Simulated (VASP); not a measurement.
**InAs: work function with PBE**

The system is InAs, a slab with vacuum.

```
CELL_PARAMETERS angstrom
4.27658 0.00000 0.00000
-2.13829 3.70363 0.00000
0.00000 0.00000 26.34840
ATOMIC_POSITIONS crystal
As 0.00000 0.00000 0.28465
As 0.33333 0.66667 0.41717
As 0.66667 0.33333 0.54970
As 0.00000 0.00000 0.68222
In 0.33333 0.66667 0.31778
In 0.66667 0.33333 0.45030
In 0.00000 0.00000 0.58283
In 0.33333 0.66667 0.71535
```

The cell isn't the ideal one: the (1 1 1) slab of InAs, cut from the database cell, not relaxed.

```yaml
Program: VASP 6.6.1
Task: work function
Functional: PBE
Potentials_or_basis: VASP PAW PBE potentials, release 64 (As, In_d)
Cutoff: 520 eV
k_mesh: 7 × 7 × 1
Occupations: gaussian, width 0.05 eV
Spin: no spin polarisation
Dipole_correction: yes
Further_INCAR_settings: ALGO = Normal; EDIFF = 1e-07
```

```yaml
Largest_force: 0.515 eV/Å
Band_gap_on_the_k_mesh: none (metal or under the smearing width)
Work_function_of_the_upper_face: 3.47 eV
Work_function_of_the_lower_face: 5.70 eV
```

Forces on the atoms (eV/Å):
```
As   0.000  0.000 -0.442
As   0.000  0.000  0.433
As   0.000  0.000  0.317
As   0.000  0.000  0.515
In   0.000  0.000 -0.290
In   0.000  0.000 -0.331
In   0.000  0.000 -0.401
In   0.000  0.000  0.200
```

Levels at points of the mesh, in eV from the Fermi level:
| k point | band 32 | band 33 | band 34 | band 35 | band 36 | band 37 | band 38 | band 39 | band 40 | band 41 |
| --- | --- | --- | --- | --- | --- | --- | --- | --- | --- | --- |
| (0.00, 0.00, 0.00) | -0.95 | -0.48 | -0.48 | 0.23 | 0.28 | 0.28 | 0.57 | 1.10 | 1.34 | 1.57 |

It took 8.6 min on 1 thread of Intel(R) Xeon(R) Platinum 8488C (Sapphire Rapids), on a shared host, peak memory 0.48 GiB.
